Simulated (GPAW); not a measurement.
# PbS (Pm-3m) in GPAW: further runs, part 2 of 2

GPAW 26.7.0. The steps go on from the part before.

**3. Equation of state, PBEsol**

File run.py:

```python
from ase import Atoms
from ase.eos import EquationOfState
from ase.io import Trajectory
from ase.units import GPa
from gpaw import GPAW, PW, setup_paths

setup_paths.insert(0, '.')

atoms = Atoms(['Pb', 'S'],
              cell=[[3.653659, 0.0, 0.0],
                    [0.0, 3.653659, 0.0],
                    [0.0, 0.0, 3.653659]],
              scaled_positions=[[0.0, 0.0, 0.0],
                                [0.5, 0.5, 0.5]],
              pbc=True)

traj = Trajectory('eos.traj', 'w')
volumes, energies = [], []
for x in [0.94, 0.96, 0.98, 1.0, 1.02, 1.04, 1.06]:
    a = atoms.copy()
    a.set_cell(atoms.cell * x**(1 / 3), scale_atoms=True)
    calc = GPAW(mode=PW(600),
                xc='PBEsol',
                kpts={'size': (7, 7, 7), 'gamma': True},
                occupations={'name': 'fermi-dirac', 'width': 0.05},
                nbands=19,
                convergence={'density': 1e-05, 'energy': 1e-05},
                maxiter=150,
                txt=f'eos-{x:.2f}.txt')
    a.calc = calc
    energies.append(a.get_potential_energy(force_consistent=True))
    volumes.append(a.get_volume())
    p = -a.get_stress()[:3].mean() / GPa
    calc.write(f'eos-{x:.2f}.gpw')
    traj.write(a)
    print(f'{x:.2f} {volumes[-1]:10.4f} A^3 {energies[-1]:14.6f} eV {p:9.3f} GPa', flush=True)

v0, e0, B = EquationOfState(volumes, energies, eos='birchmurnaghan').fit()
print(f'V0 = {v0:.4f} A^3, E0 = {e0:.6f} eV, B0 = {B / GPa:.2f} GPa')
```

Potentials or basis: PAW data sets generated in the run's folder for this functional, pw.

Run with:

```console
$ gpaw-setup -f PBEsol Pb S
$ OMP_NUM_THREADS=1 python run.py
```

Output:

```text
__  _  _
 | _ |_)|_||  |
 |__||  | ||/\| - 26.7.0

Input parameters:
  mode=PW(ecut=600.0),
  convergence={'density': 1e-05, 'energy': 1e-05},
  kpts=MonkhorstPack(size=(7, 7, 7), gamma=True),
  maxiter=150,
  nbands=19,
  occupations=Occupations(name='fermi-dirac', width=0.05),
  xc=XC(name='PBEsol')

Diagonalizing LCAO Hamiltonian
Converting LCAO to pw mode
   .--------.
  /|        |
 * |        |
 | |  S     |
 | .--------.
 |/        /
 Pb-------*

Atoms  # Å, Bohr magnetons
|   | symbol |        x |        y |        z |    initial magnetic moments |
|---|--------|----------|----------|----------|-----------------------------|
| 0 |     Pb | 0.000000 | 0.000000 | 0.000000 | ( 0.0000,  0.0000,  0.0000) |
| 1 |      S | 1.789537 | 1.789537 | 1.789537 | ( 0.0000,  0.0000,  0.0000) |

Unit cell  # Å
| periodic |        x |        y |        z |  lengths |    angles |
|----------|----------|----------|----------|----------|-----------|
|      yes | 3.579074 | 0.000000 | 0.000000 | 3.579074 | 90.000000 |
|      yes | 0.000000 | 3.579074 | 0.000000 | 3.579074 | 90.000000 |
|      yes | 0.000000 | 0.000000 | 3.579074 | 3.579074 | 90.000000 |

Number of symmetries: 48
Symmetry operations  # r_c * U_cc + t_c -> r_c
|    | kind |            matrix            |
|----|------|------------------------------|
|  0 |  E   |  1, 0, 0,  0, 1, 0,  0, 0, 1 |
|  1 |  σ   |  1, 0, 0,  0, 1, 0,  0, 0,-1 |
|  2 |  σ   |  1, 0, 0,  0, 0, 1,  0, 1, 0 |
|  3 |  C4  |  1, 0, 0,  0, 0, 1,  0,-1, 0 |
|  4 |  C4  |  1, 0, 0,  0, 0,-1,  0, 1, 0 |
|  5 |  σ   |  1, 0, 0,  0, 0,-1,  0,-1, 0 |
|  6 |  σ   |  1, 0, 0,  0,-1, 0,  0, 0, 1 |
|  7 |  C2  |  1, 0, 0,  0,-1, 0,  0, 0,-1 |
|  8 |  σ   |  0, 1, 0,  1, 0, 0,  0, 0, 1 |
|  9 |  C2  |  0, 1, 0,  1, 0, 0,  0, 0,-1 |
| 10 |  C3  |  0, 1, 0,  0, 0, 1,  1, 0, 0 |
| 11 |  S6  |  0, 1, 0,  0, 0, 1, -1, 0, 0 |
| 12 |  S6  |  0, 1, 0,  0, 0,-1,  1, 0, 0 |
| 13 |  C3  |  0, 1, 0,  0, 0,-1, -1, 0, 0 |
| 14 |  C4  |  0, 1, 0, -1, 0, 0,  0, 0, 1 |
| 15 |  S4  |  0, 1, 0, -1, 0, 0,  0, 0,-1 |
| 16 |  C3  |  0, 0, 1,  1, 0, 0,  0, 1, 0 |
| 17 |  S6  |  0, 0, 1,  1, 0, 0,  0,-1, 0 |
| 18 |  σ   |  0, 0, 1,  0, 1, 0,  1, 0, 0 |
| 19 |  C4  |  0, 0, 1,  0, 1, 0, -1, 0, 0 |
| 20 |  C2  |  0, 0, 1,  0,-1, 0,  1, 0, 0 |
| 21 |  S4  |  0, 0, 1,  0,-1, 0, -1, 0, 0 |
| 22 |  S6  |  0, 0, 1, -1, 0, 0,  0, 1, 0 |
| 23 |  C3  |  0, 0, 1, -1, 0, 0,  0,-1, 0 |
| 24 |  S6  |  0, 0,-1,  1, 0, 0,  0, 1, 0 |
| 25 |  C3  |  0, 0,-1,  1, 0, 0,  0,-1, 0 |
| 26 |  C4  |  0, 0,-1,  0, 1, 0,  1, 0, 0 |
| 27 |  σ   |  0, 0,-1,  0, 1, 0, -1, 0, 0 |
| 28 |  S4  |  0, 0,-1,  0,-1, 0,  1, 0, 0 |
| 29 |  C2  |  0, 0,-1,  0,-1, 0, -1, 0, 0 |
| 30 |  C3  |  0, 0,-1, -1, 0, 0,  0, 1, 0 |
| 31 |  S6  |  0, 0,-1, -1, 0, 0,  0,-1, 0 |
| 32 |  C4  |  0,-1, 0,  1, 0, 0,  0, 0, 1 |
| 33 |  S4  |  0,-1, 0,  1, 0, 0,  0, 0,-1 |
| 34 |  S6  |  0,-1, 0,  0, 0, 1,  1, 0, 0 |
| 35 |  C3  |  0,-1, 0,  0, 0, 1, -1, 0, 0 |
| 36 |  C3  |  0,-1, 0,  0, 0,-1,  1, 0, 0 |
| 37 |  S6  |  0,-1, 0,  0, 0,-1, -1, 0, 0 |
| 38 |  σ   |  0,-1, 0, -1, 0, 0,  0, 0, 1 |
| 39 |  C2  |  0,-1, 0, -1, 0, 0,  0, 0,-1 |
| 40 |  σ   | -1, 0, 0,  0, 1, 0,  0, 0, 1 |
| 41 |  C2  | -1, 0, 0,  0, 1, 0,  0, 0,-1 |
| 42 |  C2  | -1, 0, 0,  0, 0, 1,  0, 1, 0 |
| 43 |  S4  | -1, 0, 0,  0, 0, 1,  0,-1, 0 |
| 44 |  S4  | -1, 0, 0,  0, 0,-1,  0, 1, 0 |
| 45 |  C2  | -1, 0, 0,  0, 0,-1,  0,-1, 0 |
| 46 |  C2  | -1, 0, 0,  0,-1, 0,  0, 0, 1 |
| 47 |  i   | -1, 0, 0,  0,-1, 0,  0, 0,-1 |

BZ-sampling:
  Number of BZ points: 343
  Number of IBZ points: 20

  Monkhorst-Pack size: [7, 7, 7]
  Monkhorst-Pack shift: [0, 0, 0]

K-points  # in reciprocal-cell coordinates
|     |                                coordinates |     weight |
|-----|--------------------------------------------|------------|
|   0 | (  0.00000000,   0.00000000,   0.00000000) | 0.00291545 |
|   1 | (  0.14285714,   0.00000000,   0.00000000) | 0.01749271 |
|   2 | (  0.14285714,   0.14285714,   0.00000000) | 0.03498542 |
|   3 | (  0.14285714,   0.14285714,   0.14285714) | 0.02332362 |
|   4 | (  0.28571429,   0.00000000,   0.00000000) | 0.01749271 |
|   5 | (  0.28571429,   0.14285714,   0.00000000) | 0.06997085 |
|   6 | (  0.28571429,   0.14285714,   0.14285714) | 0.06997085 |
|   7 | (  0.28571429,   0.28571429,   0.00000000) | 0.03498542 |
|   8 | (  0.28571429,   0.28571429,   0.14285714) | 0.06997085 |
|   9 | (  0.28571429,   0.28571429,   0.28571429) | 0.02332362 |
| ... |                                            |            |
|  19 | (  0.42857143,   0.42857143,   0.42857143) | 0.02332362 |

Plane wave coefficients: 1551
Cutoff: 600.0 eV

Spin-components: 1 (collinear spins)
Bands:           19
Projectors:      11
Spin-degeneracy: 2
Datatype:        complex128

Parallelization:
  kpt:    1
  domain: 1
  band:   1

Density:
  Valence electrons: 20.0
  Components: 1
  Grid points: [21 21 21]
  Charge: 0.0  # |e|

Potential:
  Grid points: [21 21 21]

species:
  Pb:
    name:    Lead
    Z:       82.0
    valence: 14
    core:    68
    charge:  0.0  # [|e|]
    compensation charges:
      type: gauss
      rc: 0.38  # [Å]
      lmax: 2
    cutoffs:
      filter: 2.36  # [Å]
      core: 2.43  # [Å]
    projectors
    | kind |    occ | energy [eV] | rcut [Å] |
    |------|--------|-------------|----------|
    |   6s |  2.000 |     -12.024 |    1.259 |
    |   6p |  2.000 |      -3.525 |    1.275 |
    |   5d | 10.000 |     -21.194 |    1.217 |
    |    s |        |      15.187 |    1.259 |
    |    p |        |      23.686 |    1.275 |
    |    d |        |       6.017 |    1.217 |

    Using partial waves for Pb as LCAO basis

  S:
    name:    Sulfur
    Z:       16.0
    valence: 6
    core:    10
    charge:  0.0  # [|e|]
    compensation charges:
      type: gauss
      rc: 0.24  # [Å]
      lmax: 2
    cutoffs:
      filter: 1.77  # [Å]
      core: 1.66  # [Å]
    projectors
    | kind |    occ | energy [eV] | rcut [Å] |
    |------|--------|-------------|----------|
    |   3s |  2.000 |     -17.192 |    0.974 |
    |   3p |  4.000 |      -6.978 |    0.979 |
    |    s |        |      10.020 |    0.974 |
    |    p |        |      20.234 |    0.979 |
    |    d |        |       0.000 |    0.900 |

    Using partial waves for S as LCAO basis

Reference energy: -577963.193590  # eV

eigensolver:
  PPCG
  Converge bands: occupied
  niter=2

density mixing:
  MSR1-Mixer
  Pratt-step length: 0.05
  Maximum mixing coefficient: 0.75
  Old densities: 10
  SVD Regularization: 0.005
  Good broyden scale: 1.0
  Trust region scale: 1.0
  Backstep threshold: 4.0
  History deletion threshold: 6.0
  Fourier metric: weight=20.0, sigma=0.015

occupation numbers:
  Fermi-Dirac:
    width: 0.0500  # eV

poisson solver:
  ecut: 4800.0  # eV

xc functional:
  name: PBEsol with 2 nearest neighbor stencil

convergence criteria:
- Maximum integral of absolute [dens]ity change: 1e-05 electrons / valence electron
- Maximum [total energy] change in last 3 cyles: 1e-05 eV / valence electron
- Maximum integral of absolute [eigenst]ate change: 4e-08 eV^2 / valence electron
maximum number of iterations: 150

SCF iterations
|iter     | |      energy | eigst |  dens |
|---------|-|-------------|-------|-------|
|iter:   1| |   -9.751256 | -0.09 |       |
|iter:   2| |   -9.625801 | -1.93 | -1.17 |
|iter:   3| |   -9.249114 | -1.63 | -1.22 |
|iter:   4| |   -9.240389 | -3.55 | -1.88 |
|iter:   5| |   -9.239657 | -4.26 | -2.21 |
|iter:   6| |   -9.239668 | -5.63 | -3.27 |
|iter:   7| |   -9.239672c| -6.38 | -3.68 |
|iter:   8| |   -9.239671c| -7.86c| -4.53 |
|iter:   9| |   -9.239671c| -7.63c| -5.09c|

Converged in 9 steps
Energy contributions relative to reference atoms: (reference = -577963.193590)

Energy contributions:
  Kinetic:          14.599959
  Coulomb:         -14.670470
  Zero:              0.025653
  External:          0.000000
  Xc:               -9.190757
  Entropy:          -0.008111
  Spinorbit:         0.000000
  ----------------------------
  Free energy:      -9.243727
  Extrapolated:     -9.239671

dipole moment: (-15.132642, -15.132642, -15.132642)  # |e|*Ang

Fermi level: 7.093
Eigenvalues  # (at kpt = [0.000, 0.000, 0.000])
| band index |      eig [eV] | occ [0-2] |
|------------|---------------|-----------|
|          0 |        -9.629 |     2.000 |
|        ... |               |           |
|          2 |        -9.382 |     2.000 |
|          3 |        -9.382 |     2.000 |
|          4 |        -9.382 |     2.000 |
|          5 |        -6.432 |     2.000 |
|          6 |         0.668 |     2.000 |
|          7 |         5.371 |     2.000 |
|          8 |         5.371 |     2.000 |
|          9 |         5.371 |     2.000 |
|         10 |        12.453 |     0.000 |
|         11 |        12.453 |     0.000 |
|         12 |        14.100 |     0.000 |
|         13 |        14.100 |     0.000 |
|         14 |        14.100 |     0.000 |
|         15 |        19.915 |     0.000 |
|         16 |        19.915 |     0.000 |
|         17 |        19.915 |     0.000 |
|         18 |        20.795 |     0.000 |

No gap
No difference between direct/indirect transitions

Stress tensor  # eV/Ang^3
|         x |         y |        z |
|-----------|-----------|----------|
|  0.003871 | -0.000000 | 0.000000 |
| -0.000000 |  0.003871 | 0.000000 |
|  0.000000 |  0.000000 | 0.003871 |

# Writing to eos-0.94.gpw (mode='')
```

Run time: 70 s. Hardware: 1 thread of Arm Neoverse V2, shared host; peak memory 0.23 GiB.

Results:

```
Equilibrium volume : 22.67 Å³/atom (rough: see the caveat)
Bulk modulus       : 60 GPa (rough)
```

Energy against volume, from the lowest point:
```
volume (Å³/atom)  energy (meV/atom)
          22.924               0.00
          23.411               3.67
          23.899              10.79
          24.387              20.85
          24.874              33.52
          25.362              48.55
          25.850              65.89
```

Caveat: the minimum lies outside the volumes run.

**4. Band structure, r2SCAN**

File run.py:

```python
from ase import Atoms
from ase.dft.bandgap import bandgap
from ase.io import write
from ase.units import GPa
from gpaw import GPAW, PW

atoms = Atoms(['Pb', 'S'],
              cell=[[3.653659, 0.0, 0.0],
                    [0.0, 3.653659, 0.0],
                    [0.0, 0.0, 3.653659]],
              scaled_positions=[[0.0, 0.0, 0.0],
                                [0.5, 0.5, 0.5]],
              pbc=True)

calc = GPAW(mode=PW(600),
            xc='MGGA_X_R2SCAN+MGGA_C_R2SCAN',
            kpts={'size': (7, 7, 7), 'gamma': True},
            occupations={'name': 'fermi-dirac', 'width': 0.05},
            nbands=19,
            convergence={'density': 1e-05, 'energy': 1e-05},
            maxiter=150,
            txt='gpaw.txt')
atoms.calc = calc
energy = atoms.get_potential_energy()
forces = atoms.get_forces()
stress = atoms.get_stress()
calc.write('gs.gpw')
write('result.traj', atoms)
print(f'Energy: {energy:.6f} eV')
print('Forces (eV/A):')
print(forces.round(4))
print('Stress (GPa):', (stress / GPa).round(3))
print('Fermi level:', round(calc.get_fermi_level(), 4), 'eV')
print(f'Gap: {bandgap(calc)[0]:.4f} eV, direct: {bandgap(calc, direct=True)[0]:.4f} eV')

path = atoms.cell.bandpath('GXMGRX,MR', npoints=60, eps=1e-4)
bs_calc = calc.fixed_density(kpts=path, symmetry='off', nbands=30,
                             convergence={'bands': 'CBM+6.0', 'eigenstates': 1e-6}, txt='bands.txt')
bs = bs_calc.band_structure()
bs.write('bs.json')
print(f'Gap on the path: {bandgap(bs_calc)[0]:.4f} eV')
```

Potentials or basis: GPAW PAW data sets (gpaw-data 1.2.1), pw.

Run with:

```console
$ OMP_NUM_THREADS=1 python run.py
```

Run time: 1.8 min. Hardware: 1 thread of Arm Neoverse V2, shared host; peak memory 0.37 GiB.

Results (log left out):

- Free energy: -29.2527 eV
- Pressure: -0.9 GPa
- Band gap along the path: none (metal or under the smearing width)

Levels at the corners of the path, in eV from the Fermi level:
| point | band 6 | band 7 | band 8 | band 9 | band 10 | band 11 | band 12 | band 13 |
| --- | --- | --- | --- | --- | --- | --- | --- | --- |
| Γ | -13.68 | -6.82 | -1.70 | -1.70 | -1.70 | 5.95 | 5.95 | 6.86 |
| X | -12.39 | -9.21 | -0.55 | -0.55 | -0.11 | 0.61 | 4.14 | 4.14 |
| M | -11.61 | -7.39 | -4.56 | -4.56 | -0.35 | 4.50 | 4.50 | 6.15 |
| Γ | -13.68 | -6.82 | -1.70 | -1.70 | -1.70 | 5.95 | 5.95 | 6.86 |
| R | -11.37 | -6.09 | -2.50 | -2.50 | -2.50 | -0.31 | -0.31 | -0.31 |
| X | -12.39 | -9.21 | -0.55 | -0.55 | -0.11 | 0.61 | 4.14 | 4.14 |
| M | -11.61 | -7.39 | -4.56 | -4.56 | -0.35 | 4.50 | 4.50 | 6.15 |
| R | -11.37 | -6.09 | -2.50 | -2.50 | -2.50 | -0.31 | -0.31 | -0.31 |

Caveat: the PAW data sets were made with another functional, which shifts forces and pressure a little; spin-orbit coupling is left out, which moves the levels of the heavy elements.

**5. The runs side by side**

| task | level | potentials or basis | band path | band points | pressure (GPa) |
| --- | --- | --- | --- | --- | --- |
| band structure | PBEsol | PAW data sets generated in the run's folder for this functional, pw | GXMGRX,MR | 60 | -3.8 |
| equation of state | PBEsol | PAW data sets generated in the run's folder for this functional, pw | - | - | - |
| band structure | r2SCAN | GPAW PAW data sets (gpaw-data 1.2.1), pw | GXMGRX,MR | 60 | -0.9 |

Alike in all rows: no spin polarisation; cell as given; k mesh 7 × 7 × 7; cutoff (eV) 600; smearing fermi-dirac 0.05 eV.

Caveats: spin-orbit coupling is left out, which moves the levels of the heavy elements (some runs); the minimum lies outside the volumes run (some runs); the PAW data sets were made with another functional, which shifts forces and pressure a little (some runs).

Total energies depend on the potentials used, so only differences within one code and one set of settings carry meaning.
